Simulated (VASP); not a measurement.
Input of a VASP 6.6.1 run:

The input POSCAR:

```
CdO
1.0
    0.0000000000      2.3495000000      2.3495000000
    2.3495000000      0.0000000000      2.3495000000
    2.3495000000      2.3495000000      0.0000000000
Cd O
1 1
Direct
    0.0000000000      0.0000000000      0.0000000000
    0.5000000000      0.5000000000      0.5000000000
```

INCAR.step1

```
SYSTEM = CdO
PREC = Accurate
ENCUT = 520
EDIFF = 1E-5
ISMEAR = -1
SIGMA = 0.05
LREAL = .FALSE.
LASPH = .TRUE.
NELM = 100
ALGO = Normal
ISIF = 2
LWAVE = .TRUE.
LCHARG = .FALSE.
GGA = PE
```

The input INCAR.step2:

```
SYSTEM = CdO
PREC = Accurate
ENCUT = 520
EDIFF = 1E-6
ISMEAR = -1
SIGMA = 0.05
LREAL = .FALSE.
LASPH = .TRUE.
NELM = 100
ALGO = Normal
ISIF = 2
LWAVE = .FALSE.
LCHARG = .FALSE.
METAGGA = R2SCAN
LHFCALC = .TRUE.
AEXX = 0.25
LMIXTAU = .TRUE.
PRECFOCK = Fast
HFRCUT = -1
ISTART = 1
```

Contents of KPOINTS:

```
Automatic mesh
0
G
  5 5 5
  0 0 0
```

KPOINTS_OPT

```
path GXWKGLUWLK,UX
12
line-mode
reciprocal
 0.0000000000  0.0000000000  0.0000000000  G
 0.5000000000  0.0000000000  0.5000000000  X

 0.5000000000  0.0000000000  0.5000000000  X
 0.5000000000  0.2500000000  0.7500000000  W

 0.5000000000  0.2500000000  0.7500000000  W
 0.3750000000  0.3750000000  0.7500000000  K

 0.3750000000  0.3750000000  0.7500000000  K
 0.0000000000  0.0000000000  0.0000000000  G

 0.0000000000  0.0000000000  0.0000000000  G
 0.5000000000  0.5000000000  0.5000000000  L

 0.5000000000  0.5000000000  0.5000000000  L
 0.6250000000  0.2500000000  0.6250000000  U

 0.6250000000  0.2500000000  0.6250000000  U
 0.5000000000  0.2500000000  0.7500000000  W

 0.5000000000  0.2500000000  0.7500000000  W
 0.5000000000  0.5000000000  0.5000000000  L

 0.5000000000  0.5000000000  0.5000000000  L
 0.3750000000  0.3750000000  0.7500000000  K

 0.6250000000  0.2500000000  0.6250000000  U
 0.5000000000  0.0000000000  0.5000000000  X
```

Potentials or basis: VASP PAW PBE potentials, release 64 (Cd, O).

Command:

```bash
$ cat potpaw_PBE.64/Cd/POTCAR potpaw_PBE.64/O/POTCAR > POTCAR
$ cp INCAR.step1 INCAR
$ mpirun -np 1 vasp_std > vasp.out
$ cp INCAR.step2 INCAR
$ mpirun -np 1 vasp_std > vasp.out
```

**Question.** What does it give for the pressure?

**Answer.** -0.7 GPa.

**Question.** What does it give for the band gap along the path?

**Answer.** 1.97 eV, indirect (least direct gap 3.33 eV).

**Question.** What does it give for the band gap on the k mesh?

**Answer.** 2.09 eV, indirect (least direct gap 3.33 eV).

Levels at the corners of the path, in eV from the valence-band top:
```
point  band 7  band 8  band 9  band 10  band 11  band 12
    Γ   -1.36   -1.36   -1.36     1.97    17.79    20.07
    X   -4.61   -2.46   -2.46     6.84    11.75    13.84
    X   -4.61   -2.46   -2.46     6.84    11.75    13.84
    W   -3.23   -3.23   -1.92     9.11    11.98    11.98
    W   -3.23   -3.23   -1.92     9.11    11.98    11.98
    K   -3.68   -3.05   -1.36     8.48    11.56    11.77
    K   -3.68   -3.05   -1.36     8.48    11.56    11.77
    Γ   -1.36   -1.36   -1.36     1.97    17.79    20.07
    Γ   -1.36   -1.36   -1.36     1.97    17.79    20.07
    L   -4.15    0.00    0.00     7.06    10.62    15.13
    L   -4.15    0.00    0.00     7.06    10.62    15.13
    U   -3.68   -3.05   -1.36     8.48    11.56    11.77
    U   -3.68   -3.05   -1.36     8.48    11.56    11.77
    W   -3.23   -3.23   -1.92     9.11    11.98    11.98
    W   -3.23   -3.23   -1.92     9.11    11.98    11.98
    L   -4.15    0.00    0.00     7.06    10.62    15.13
    L   -4.15    0.00    0.00     7.06    10.62    15.13
    K   -3.68   -3.05   -1.36     8.48    11.56    11.77
    U   -3.68   -3.05   -1.36     8.48    11.56    11.77
    X   -4.61   -2.46   -2.46     6.84    11.75    13.84
```

Caveat: the k mesh is coarse (spacing up to 0.46 Å⁻¹), so the values aren't converged, least of all with exact exchange; the PAW data sets were made with another functional, which shifts forces and pressure a little; the mesh misses the band edges, which the band path finds closer together.
